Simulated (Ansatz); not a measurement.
Structure: PbTe built on the h-MgO prototype, at its r2SCAN minimum. Space group P6_3/mmc (No. 194), hexagonal; conventional cell a = 5.498 Å, c = 6.575 Å, 43.04 Å³ an atom. Around Pb lie 5 Te at 3.17–3.29 Å; around Te lie 5 Pb at 3.17–3.29 Å.

The questions ask for values computed with the PAW code Ansatz on this geometry. No magnetic order. The prototype was imposed, so other structures may be more stable.

Given (6×6×4 mesh): The PBE gap is direct at H: 1.12 eV.

Question: How does the gap change from PBE to LDA (6×6×4)?

Answer: With LDA the gap is 1.04 eV and direct, at H. The gap differs by -0.08 eV from PBE's.

Question: Estimate the gap with PBE+SOC on 6×6×4.

Answer: With PBE+SOC the gap is 0.16 eV and direct, at H. The gap differs by -0.96 eV from PBE's.

Question: What does r2SCAN give for the gap (6×6×4 mesh)?

Answer: r2SCAN gives a direct gap of 1.38 eV at H. The gap differs by +0.26 eV from PBE's.

Question: Roughly how does the cost of the LDA run (6×6×4) compare with r2SCAN's (6×6×4)?

Answer: About 0.3 times as much (9 core-seconds against 30 core-seconds, on a shared machine).

Only the levels marked +SOC include spin-orbit coupling.
